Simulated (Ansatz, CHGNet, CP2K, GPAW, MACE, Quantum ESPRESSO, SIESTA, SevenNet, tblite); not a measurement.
## Codes compared on BeSe(110)/BP(110) interface (50 atoms)

Wanted: errors and costs of other methods on BeSe(110)/BP(110) interface (50 atoms). A plane-wave run serves as the reference.

Method: Kohn-Sham DFT, PBE, PAW, plane waves, in Ansatz 0.2.0.

## (1) Starting point

The cell holds 50 atoms: 9 Be, 9 Se, 16 B and 16 P. Its edges and angles: a = 6.294 Å, b = 8.901 Å, c = 13.071 Å, α = 90.0°, β = 90.0°, γ = 90.0°. Zinc-blende BeSe(110), 3 repeat layers, 3 surface cells, strained +0.00 and -0.00 %; zinc-blende BP(110), 4 layers, 4 cells, -1.93 and -1.93 %; outer planes 2.26 Å apart and 2.29 Å at the second interface of the periodic stack; not relaxed, displaced by a Gaussian of 0.02 Å. Then every atom was moved at random, 0.03 Å r.m.s. a Cartesian component. Regions: BeSe, 18 atoms (9 Be and 9 Se); BP, 32 atoms (16 B and 16 P). The structure's axis is c.

## (2) Plane-wave reference

The PAW files are the set soft_2.

The input, input.yaml:

```yaml
crystal:
  lattice:
    - [6.294, 0.0, 0.0]
    - [0.0, 8.901, 0.0]
    - [0.0, 0.0, 13.07122]
  atoms:
    - { symbol: Be, position: [0.67373, 0.66543, 0.0009] }
    - { symbol: Se, position: [0.33418, 0.57975, 0.99641] }
    - { symbol: Be, position: [0.16753, 0.66536, 0.14103] }
    - { symbol: Se, position: [0.83679, 0.57936, 0.13947] }
    [... 40 atom lines left out ...]
    - { symbol: B, position: [0.21508, 0.43941, 0.57837] }
    - { symbol: P, position: [0.46167, 0.31669, 0.57471] }
    - { symbol: B, position: [0.46846, 0.1962, 0.69733] }
    - { symbol: P, position: [0.21559, 0.57292, 0.70117] }
    - { symbol: B, position: [0.21542, 0.44715, 0.82649] }
    - { symbol: P, position: [0.46339, 0.32258, 0.82416] }
kpoints:
  mp_grid: { grid: [1, 1, 1] }
hamiltonian:
  xc: pbe
scf:
  occupations: { method: fermi_dirac, width: 0.05 }
output:
  forces: true
  eigenvalues: true
  populations: true
  stress: true
```

On the command line:

```
ansatz run input.yaml --threads 4 --pin off --max-ram 15872MiB --backend cpu --events-out ev --progress --plain --runs-dir out
```

Numbers of over 12 decimals in the logs are rounded to 6 here.

The program printed:

```text
[...]
Pseudopotentials: kind: paw
Pseudopotential: Be, paw, valence charge 2, recommended cutoff 420 eV (normal), Be.paw.azcp
Pseudopotential: Se, paw, valence charge 16, recommended cutoff 420 eV (normal), Se.paw.azcp
Pseudopotential: B, paw, valence charge 3, recommended cutoff 420 eV (normal), B.paw.azcp
Pseudopotential: P, paw, valence charge 5, recommended cutoff 420 eV (normal), P.paw.azcp
[... 5 lines on functional and potentials left out ...]
Crystal: 50 atoms, lattice volume = 732.288 Å³
Basis set: ecut = 420 eV, 14339 PW (Γ), exchange–correlation on 90×120×180 points (8 copies of the dense FFT grid, shifted against one another)
Bands: 195, of which v1, the nominal top of the filled ones, is band 145 counted from 1 (144 counted from 0)
Symmetry: 1 space group operations
Space group: P1 (ITA 1), of the structure as read, at distance tolerance 9.0e-5 Å
k-points: 1
[... 9 lines on functional and potentials left out ...]
Initial density: superposition of atomic densities (neutral atoms: chi_scale 0, normalization atom), corrected by the library's trained network
Initial wavefunctions: pseudopotential atomic-orbital guess
[...]
SCF iter   1: F=—  HF=-64638.272949 eV  |F-HF|=—  |Δ(HF+E_count)|=         —  Δρ=1.30e-2  dr2=3.05e0  ethr=1.77e-3  ⟨swp⟩=9.0  Hψ=1006  notcnv=0  defer=22
preconditioner: auto → Resta (q_TF=auto, 2.338 Å⁻¹)  ε∞=4.9  [insulator: Δε(μ)=0.209 eV  Ē_g=9.851 eV  σ=0.050 eV  W_gap=0.78  n_scr=162 (ndim 8)  ℏωp=19.4 eV  f_vac=0.003  D(μ)=8.90/eV (n_scr^D=40)  ε∞_Penn≈4.9]
[...]
SCF iter   9: F=—  HF=-64637.775183 eV  |F-HF|=—  |Δ(HF+E_count)|=   3.66e-7  Δρ=3.84e-6  dr2=2.22e-7  ethr=8.05e-10  ⟨swp⟩=2.0  Hψ=311  notcnv=0  defer=39
SCF iter  10: F=-64637.775183 eV  HF=-64637.775183 eV  |F-HF|=1.44e-9  |Δ(HF+E_count)|=   6.66e-8  Δρ=1.24e-6  dr2=2.29e-8  ethr=3.45e-11  ⟨swp⟩=15.0  Hψ=1302  notcnv=0
SCF 1 converged in 10 iterations: F = -64637.775183 eV  dr2 = 2.29e-8
[...]
SCF converged after 10 iterations
Free energy (F): -64637.775183 eV
Harris-Foulkes:  -64637.775183 eV  (|F-HF|=1.44e-9)
Internal energy: -64637.585263 eV  (E = F + TS)
E sigma→0 (E₀):  -64637.680223 eV
Entropy (-TS):   -0.189920 eV (-3.798 meV/atom)
Fermi energy:    7.969436 eV
--- Per-component energies (eV) ---
[...]
Σ components = -64637.775183   (vs F -64637.775183, Δ=0.00e0)
--- Forces (eV/Å), atoms counted from 1 ---
  atom   1  Be    -0.28098016    -0.09889494    -1.02751498
  atom   2  Se    -0.34736088    -0.17721626    -0.62175525
  atom   3  Be    -0.58167009     0.20258611    -0.60297204
  atom   4  Se     0.20926337     0.13264010    -0.11126164
[...]
atom  50  P      0.23194283     0.72650477     1.62573032
  max |Σ_I F_I| component: 9.02e-5 eV/Å
--- Stress (GPa, compression-positive) ---
        9.171602      -2.131156      -0.153975
       -2.131153       1.331614      -0.557625
       -0.153975      -0.557625      -4.100155
  P = ⅓ Tr σ = 2.1344 GPa (21.344 kbar)
--- Band table (eV) ---
  k-point 0: bands = ["-40.6577", "-40.6275", "-40.6137", "-40.5568", [... 179 levels ...], "12.6744", "12.8661", "12.9956", "13.0629", "13.1052", "13.1735", "13.2289", "13.2623", "13.2974", "13.3503", "13.3922", "13.4402"]
--- Löwdin populations: 50 sites ---
  site symbol       q [e]
     0     Be      0.6418
     1     Se     16.7543
     2     Be      0.6130
[...]
49      P      4.7189
  spilling = 0.015989 (of n_electrons = 290.000000)
```

Run time: 3.9 s. Hardware: 4 threads of Intel Xeon Platinum 8559C (Emerald Rapids), shared host; peak memory 0.9 GiB.

Numbers from this run:

```
free energy                             : -64637.7752 eV
free energy per atom                    : -1292.7555 eV/atom
SCF cycles                              : 10
pressure                                : 2.134 GPa
r.m.s. force component                  : 0.9533 eV/Å
longest force                           : 3.837 eV/Å
Fermi energy                            : 7.969 eV
levels partly filled by over 2 per cent : 4
spilling of the projection              : 0.01599
```

Neighbours are counted within 2.33 Å (B-P), 2.48 Å (B-Se), 2.77 Å (P-Se), 2.73 Å (Be-Se), cutoffs set anew for this text.

Length of the force by element and coordination:

| element | coordination | atoms | mean length of the force (eV/Å) | spread | least | most |
| --- | --- | --- | --- | --- | --- | --- |
| B | all | 16 | 1.56 | 0.737 | 0.452 | 3.26 |
| B | 3 | 6 | 1.77 | 0.893 | 0.452 | 3.26 |
| B | 4 | 10 | 1.44 | 0.590 | 0.519 | 2.56 |
| Be | all | 9 | 0.993 | 0.181 | 0.697 | 1.30 |
| Be | 3 | 6 | 1.01 | 0.123 | 0.831 | 1.20 |
| Be | 4 | 3 | 0.954 | 0.256 | 0.697 | 1.30 |
| P | all | 16 | 2.04 | 0.708 | 0.667 | 3.84 |
| P | 3 | 4 | 2.18 | 0.972 | 1.36 | 3.84 |
| P | 4 | 12 | 2.00 | 0.587 | 0.667 | 3.02 |
| Se | all | 9 | 0.656 | 0.294 | 0.272 | 1.07 |
| Se | 3 | 1 | 0.734 | 0 | 0.734 | 0.734 |
| Se | 4 | 7 | 0.625 | 0.327 | 0.272 | 1.07 |
| Se | 5 | 1 | 0.79 | 0 | 0.79 | 0.79 |

Löwdin charges by element and coordination (they lack the spilled electrons, 0.093 e an atom on average):

| element | coordination | atoms | mean charge (e) | spread | least | most |
| --- | --- | --- | --- | --- | --- | --- |
| B | all | 16 | -0.665 | 0.0979 | -0.835 | -0.481 |
| B | 3 | 6 | -0.660 | 0.131 | -0.835 | -0.481 |
| B | 4 | 10 | -0.668 | 0.0709 | -0.732 | -0.525 |
| Be | all | 9 | 1.37 | 0.0171 | 1.36 | 1.40 |
| Be | 3 | 6 | 1.36 | 0.0143 | 1.36 | 1.40 |
| Be | 4 | 3 | 1.39 | 0.006 | 1.38 | 1.40 |
| P | all | 16 | 0.629 | 0.189 | 0.281 | 0.812 |
| P | 3 | 4 | 0.340 | 0.0488 | 0.281 | 0.409 |
| P | 4 | 12 | 0.725 | 0.0988 | 0.481 | 0.812 |
| Se | all | 9 | -0.793 | 0.165 | -1.03 | -0.597 |
| Se | 3 | 1 | -0.754 | 0 | -0.754 | -0.754 |
| Se | 4 | 7 | -0.827 | 0.167 | -1.03 | -0.620 |
| Se | 5 | 1 | -0.597 | 0 | -0.597 | -0.597 |

By region:

| region | atoms | mean length of the force (eV/Å) |
| --- | --- | --- |
| BeSe | 18 | 0.824 |
| BP | 32 | 1.80 |

The levels nearest the highest filled one (over half full), pooled over k-points and spins:

| level less the highest filled one (eV) | occupation |
| --- | --- |
| -0.938 | 2 |
| -0.679 | 2 |
| -0.406 | 2 |
| -0.325 | 2.00 |
| -0.0922 | 1.86 |
| 0 | 1.36 |
| 0.0955 | 0.482 |
| 0.131 | 0.269 |
| 0.260 | 0.023 |
| 0.410 | 0.001 |
| 0.748 | 0 |
| 1.03 | 0 |

## (3) What was run beside it

The programs:
- CP2K 2026.2: Gaussian basis with GTH pseudopotentials and a plane-wave density; labels give functional, basis (MOLOPT sets; SR short-range, UZH the newer set with its own potentials), grid cutoff/relative cutoff and solver (OT: orbital transformation; TRS4, TC2, SIGN: linear-scaling purification with its sparsity filter), or its built-in tight binding.
- GPAW 26.7.0: PAW with atomic orbitals (LCAO), plane waves or a real-space grid of spacing h.
- MACE: machine-learned potential, published weights.
- Quantum ESPRESSO 7.5: plane waves; labels (QE) give functional, pseudopotential set and cutoffs of waves/density.
- SIESTA 5.4.2: numerical atomic orbitals, whose automatically made sets are far from complete, with PseudoDojo norm-conserving potentials that we converted to its format (checked against plane waves on the same files for H, C, O, Si, Ge and Ca alone); labels give functional, basis size, energy shift and mesh cutoff.
- SevenNet: machine-learned potential, published weights.
- tblite 0.8.0: extended tight binding, driven from Python.

All use the same cell and atoms; the electronic-structure runs use the same k-mesh, and an electronic temperature of 580 K (0.05 eV) where levels are smeared.

Differences are against the plane-wave reference, forces as r.m.s. over components; share is that over the reference's r.m.s. force, slope the least-squares factor from reference forces to these. Total energies of different programs have different zeros and aren't compared.

| run | Δ force, r.m.s. (meV/Å) | share (%) | slope | Δ pressure (GPa) | cores | CPU time | memory (GiB) |
| --- | --- | --- | --- | --- | --- | --- | --- |
| reference | - | - | - | - | 4 | 11 s | 0.9 |
| CP2K LDA, DZVP-MOLOPT-SR, 600/50 Ry, diagonalisation | 83.0 | 8.71 | 1.009 | -4.51 | 2 | 2 min | 2.2 |
| CP2K PBE+rVV10L, DZVP-MOLOPT-SR, 600/50 Ry, diagonalisation | 46.5 | 4.88 | 1.019 | -0.0964 | 2 | 6.6 min | 4.1 |
| CP2K PBE, DZVP-MOLOPT-SR, 300/50 Ry, diagonalisation (coarse) | 636 | 66.8 | 1.061 | 1.20 | 2 | 98 s | 1.0 |
| CP2K PBE, DZVP-MOLOPT-SR, 420/50 Ry, diagonalisation (coarse) | 256 | 26.9 | 1.017 | 0.800 | 2 | 2.2 min | 1.5 |
| CP2K PBE, DZVP-MOLOPT-SR, 600/30 Ry, diagonalisation (coarse) | 46.6 | 4.89 | 1.024 | 0.475 | 2 | 2.1 min | 2.2 |
| CP2K PBE, DZVP-MOLOPT-SR, 600/50 Ry, diagonalisation | 46.6 | 4.89 | 1.024 | 0.469 | 2 | 2.5 min | 2.2 |
| CP2K PBE, DZVP-UZH, 600/50 Ry, diagonalisation | 52.1 | 5.47 | 1.024 | 0.236 | 4 | 4.3 min | 3.5 |
| CP2K PBE, SZV-MOLOPT-SR, 600/50 Ry, diagonalisation (coarse) | 557 | 58.5 | 1.183 | 19.1 | 1 | 91 s | 2.1 |
| CP2K PBE, TZVP-UZH, 600/50 Ry, diagonalisation | 43.4 | 4.55 | 1.015 | 0.0039 | 4 | 4.1 min | 3.6 |
| CP2K PBEsol, PBE potentials, DZVP-MOLOPT-SR, 600/50 Ry, diagonalisation | 44.8 | 4.70 | 1.008 | -0.955 | 2 | 2.5 min | 2.2 |
| GPAW PBE, LCAO dzp, h 0.2 Å | 134 | 14.0 | 1.028 | - | 1 | 100 s | 0.75 |
| GPAW PBE, LCAO dzp, h 0.2 Å, other mixer settings | 134 | 14.1 | 1.028 | - | 1 | 2.4 min | 0.71 |
| GPAW PBE, LCAO dzp, h 0.25 Å (coarse) | 134 | 14.1 | 1.030 | - | 1 | 59 s | 0.45 |
| GPAW PBE, LCAO sz(dzp), h 0.2 Å (coarse) | 641 | 67.3 | 1.051 | - | 1 | 43 s | 0.58 |
| GPAW PBE, LCAO szp(dzp), h 0.2 Å (coarse) | 314 | 32.9 | 1.028 | - | 1 | 91 s | 0.72 |
| MACE MP-0b3 medium potential | 503 | 52.7 | 0.677 | -0.163 | 1 | 5.8 s | 0.87 |
| QE PBE+D3(BJ), sssp-1.3.0-efficiency, 45/360 Ry | 14.1 | 1.48 | 1.002 | -3.27 | 2 | 3.4 min | 1.4 |
| QE PBE, dojo-0.4.1-standard, 60/240 Ry (coarse) | 7.54 | 0.791 | 1.001 | -29.9 | 2 | 2.1 min | 0.69 |
| QE PBE, sssp-1.3.0-efficiency, 45/360 Ry | 4.67 | 0.490 | 1.001 | 0.0559 | 2 | 3.4 min | 1.3 |
| SIESTA PBE, DZ, shift 0.01 Ry, mesh 300 Ry (coarse) | 521 | 54.7 | 1.025 | 9.47 | 1 | 84 s | 0.51 |
| SevenNet l3i5 potential | 471 | 49.5 | 0.743 | 0.292 | 1 | 7.6 s | 1.1 |
| tblite GFN1-xTB | 578 | 60.6 | 0.859 | 1.47 | 1 | 3.1 s | 0.1 |

Rows marked coarse were listed beforehand as settings not expected to be converged; some can still land near the reference.

Times of the machine-learned potentials are mostly Python's start and the loading of weights.

CPU time is summed over cores on a shared host, where runs went side by side, so it is rough. Symmetry, cutoffs, thresholds, outputs and thread counts weren't matched or tuned between programs; memory under MPI is the largest rank's times the ranks.

Runs without a result: SIESTA PBE, DZP, shift 0.01 Ry, mesh 300 Ry (stopped at the start: Generation of polarization orbital failed Stopping Program from Node:    0); CP2K GFN1-xTB, diagonalisation (not converged, the SCF not settling); SIESTA PBE, DZP, shift 0.005 Ry, mesh 300 Ry (stopped at the start: Generation of polarization orbital failed Stopping Program from Node:    0); SIESTA optB88-vdW, PBE potentials, DZP, shift 0.01 Ry, mesh 300 Ry (stopped at the start: Generation of polarization orbital failed Stopping Program from Node:    0); SIESTA PBE, TZP, shift 0.01 Ry, mesh 300 Ry (stopped at the start: Generation of polarization orbital failed Stopping Program from Node:    0).

Mean charges by element (e), by run and scheme:

| run | scheme | Be | Se | B | P |
| --- | --- | --- | --- | --- | --- |
| reference | Löwdin | +1.37 | -0.79 | -0.67 | +0.63 |
| CP2K LDA, DZVP-MOLOPT-SR, 600/50 Ry, diagonalisation | Mulliken | +0.26 | -0.17 | -0.18 | +0.13 |
| CP2K LDA, DZVP-MOLOPT-SR, 600/50 Ry, diagonalisation | Hirshfeld | +0.06 | -0.01 | -0.11 | +0.08 |
| CP2K PBE+rVV10L, DZVP-MOLOPT-SR, 600/50 Ry, diagonalisation | Mulliken | +0.29 | -0.20 | -0.23 | +0.18 |
| CP2K PBE+rVV10L, DZVP-MOLOPT-SR, 600/50 Ry, diagonalisation | Hirshfeld | +0.07 | -0.02 | -0.10 | +0.08 |
| CP2K PBE, DZVP-MOLOPT-SR, 420/50 Ry, diagonalisation | Mulliken | +0.29 | -0.20 | -0.24 | +0.18 |
| CP2K PBE, DZVP-MOLOPT-SR, 420/50 Ry, diagonalisation | Hirshfeld | +0.07 | -0.02 | -0.10 | +0.08 |
| CP2K PBE, DZVP-MOLOPT-SR, 600/50 Ry, diagonalisation | Mulliken | +0.29 | -0.20 | -0.24 | +0.18 |
| CP2K PBE, DZVP-MOLOPT-SR, 600/50 Ry, diagonalisation | Hirshfeld | +0.07 | -0.02 | -0.10 | +0.08 |
| CP2K PBE, DZVP-UZH, 600/50 Ry, diagonalisation | Mulliken | +0.26 | -0.17 | -0.41 | +0.36 |
| CP2K PBE, DZVP-UZH, 600/50 Ry, diagonalisation | Hirshfeld | +0.06 | -0.02 | -0.11 | +0.08 |
| CP2K PBE, TZVP-UZH, 600/50 Ry, diagonalisation | Mulliken | +0.42 | -0.31 | -0.14 | +0.07 |
| CP2K PBE, TZVP-UZH, 600/50 Ry, diagonalisation | Hirshfeld | +0.06 | -0.02 | -0.10 | +0.08 |
| CP2K PBEsol, PBE potentials, DZVP-MOLOPT-SR, 600/50 Ry, diagonalisation | Mulliken | +0.30 | -0.20 | -0.22 | +0.17 |
| CP2K PBEsol, PBE potentials, DZVP-MOLOPT-SR, 600/50 Ry, diagonalisation | Hirshfeld | +0.06 | -0.01 | -0.11 | +0.08 |
| tblite GFN1-xTB | Mulliken | +0.19 | -0.11 | -0.06 | +0.02 |

The reference's Löwdin charges lack the electrons that the projection spills, 0.093 e an atom on average.

Within one program, basis, potentials and functional, energies share a zero. Each run against its twin at the usual cutoff or grid and solver:

| run | twin | Δ energy (meV/atom) | Δ force, r.m.s. (meV/Å) | CPU time over the twin's |
| --- | --- | --- | --- | --- |
| CP2K PBE, DZVP-MOLOPT-SR, 300/50 Ry, diagonalisation | DZVP-MOLOPT-SR, 600/50 Ry, diagonalisation | -27.5 | 626 | 0.67 |
| CP2K PBE, DZVP-MOLOPT-SR, 420/50 Ry, diagonalisation | DZVP-MOLOPT-SR, 600/50 Ry, diagonalisation | -6.82 | 247 | 0.90 |
| CP2K PBE, DZVP-MOLOPT-SR, 600/30 Ry, diagonalisation | DZVP-MOLOPT-SR, 600/50 Ry, diagonalisation | -0.068 | 0.665 | 0.84 |
| GPAW PBE, LCAO dzp, h 0.2 Å, other mixer settings | LCAO dzp, h 0.2 Å | 0 | 3.75 | 1.4 |
| GPAW PBE, LCAO dzp, h 0.25 Å | LCAO dzp, h 0.2 Å | 56.4 | 27.2 | 0.59 |

## (4) Results

```yaml
reference_r_m_s_force_component: 0.953 eV/Å
nearest_in_forces: QE PBE, sssp-1.3.0-efficiency, 45/360 Ry, 0.49 %
farthest_in_forces: a tie at 67 % of 2 runs: CP2K PBE, DZVP-MOLOPT-SR, 300/50 Ry, diagonalisation (coarse); GPAW PBE, LCAO sz(dzp), h 0.2 Å (coarse)
cheapest_electronic_structure_run_beside_the_reference: tblite GFN1-xTB, 3.1 s of CPU time
```

What this shows: PBE on plane waves or a grid with other potentials, cutoffs or grids, coarse settings apart, differs from the reference by 0.49 % (QE PBE, sssp-1.3.0-efficiency, 45/360 Ry) of the r.m.s. force; this holds the reference's own error, so differences of a few per cent don't tell which side is nearer the exact PBE result (QE's 45 Ry are 612 eV, against the reference's 420 eV). The PBE runs in local orbitals, coarse settings apart, differ by 4.6 % (CP2K PBE, TZVP-UZH, 600/50 Ry, diagonalisation) to 14 % (GPAW PBE, LCAO dzp, h 0.2 Å, other mixer settings); basis, grid and potentials can all enter. Tight binding differs by 61 % (tblite GFN1-xTB); it is another model, with fitted parameters of its own, and the xTB methods hold dispersion. Machine-learned potentials differ by 49 % (SevenNet l3i5 potential) to 53 % (MACE MP-0b3 medium potential); they were trained on other programs' data. The reference samples few k-points for this cell, and its sampling error, which other DFT runs on the same mesh share, can be part of so large a difference. Among those trained on PBE data the slope goes as low as 0.68, with a correlation of 0.85, so directions differ as well as sizes. Rows with another functional or a dispersion term differ by 1.5 % (QE PBE+D3(BJ), sssp-1.3.0-efficiency, 45/360 Ry) to 8.7 % (CP2K LDA, DZVP-MOLOPT-SR, 600/50 Ry, diagonalisation), which mixes the change of model with differences of basis and potentials, some of them made for another functional. Runs with settings chosen to be coarse differ by 0.79 % (QE PBE, dojo-0.4.1-standard, 60/240 Ry) to 67 % (GPAW PBE, LCAO sz(dzp), h 0.2 Å), their programs' other errors included. One electronic-structure run takes under half the reference's CPU time: tblite GFN1-xTB, at 61 % in 3.1 s against 11 s, too far off to be of use. In pressure, QE PBE, dojo-0.4.1-standard, 60/240 Ry misses by -29.9 GPa, at the same functional; a cutoff this low leaves a large Pulay stress. Charges hang on model, scheme and program or settings: among these rows the mean for Be runs from +0.06 to +1.37 e. In the reference: counting bands leaves a spacing of only 0.095 eV (at Γ alone), which the smearing bridges: 4 levels are partly filled by over 2 %, so a gap, if any, is small at this level. In the reference: mean Löwdin charges: B -0.67, Be +1.37, P +0.63, Se -0.79 e (they miss 1.6 % of the electrons, so they add up to more than the cell's charge). Periodic xTB results under one method name differ between programs and library versions. The potentials hold different valence shells: 290 electrons in the reference, 200 in GPAW, 218 in Quantum ESPRESSO with SSSP, 218 in CP2K with SZV-MOLOPT-SR, 200 in CP2K with DZVP-UZH and 308 in SIESTA; this bears on time and differences. Machine-learned potentials mimic data converged in k, so the reference's own k-point error enters their differences. The reference's stress is far from hydrostatic: its diagonal is 9.2, 1.3, -4.1 GPa, compression counted positive. The host structure and its lattice constant were typed by rule, without a check against the phase diagram. The reference's pressure of 2.1 GPa belongs to a cell and atoms that aren't relaxed at this level. The electronic-structure runs sample only Γ, in a cell whose shortest periodic width is 6 Å, which is coarse for a cell with partly filled levels.

[Also dropped from logs without a mark: logging warnings of Python, and SIESTA's first energy breakdown and zero terms.]

[Logs are printed without paths, hosts, clocks, repeated set-up lines and the standing remarks that a program may print on its own settings, such as how far it seeks lower states.]

[Hosts, paths, dates, database ids (printed as entryN), source tags and the programs' standing remarks are cut or masked in the printed files.]
